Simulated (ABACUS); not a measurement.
MoS2:

```xyz
3
Lattice="1.5800 0.9122 6.1500 -1.5800 0.9122 6.1500 0.0000 -1.8244 6.1500" Properties=species:S:1:pos:R:3 pbc="T T T"
Mo    0.0000    0.0000    0.0000
S     0.0000    0.0000    7.6936
S     0.0000    0.0000    4.6125
```

Measurements of this composition are mostly on another form, of space group No. 194.

Base run:

| Quantity | Value |
| --- | --- |
| Program | ABACUS 3.10.1 |
| Functional | PBE |
| Potentials or basis | PseudoDojo NC SR 0.4.1 PBE standard |
| Cutoff | 1102 eV |
| Density cutoff | 4408 eV |
| Basis | plane waves |
| k mesh | 10 × 10 × 10 |
| Occupations | fermi-dirac, width 0.05 eV |
| Spin | no spin polarisation |

Its results: band gap on the k mesh 0.96 eV, indirect (least direct gap 1.96 eV); pressure 5.4 GPa; largest force 0.533 eV/Å.

Question: The run is repeated on the same cell with these changes: cutoff from 1102 eV to 1361 eV; density cutoff from 4408 eV to 5442 eV; basis from plane waves to TZDP LCAO (the cutoffs set its grid). What comes out?

Answer: Band gap on the k mesh 0.95 eV, indirect (least direct gap 1.95 eV); pressure 5.9 GPa; largest force 0.613 eV/Å.

Caveats: the atomic orbitals were generated for these runs and aren't a published set (some runs); the basis of atomic orbitals isn't converged, which shifts pressures, moduli and gaps (some runs).

A k mesh can miss the band edges.

Not every run made on this cell is shown here.
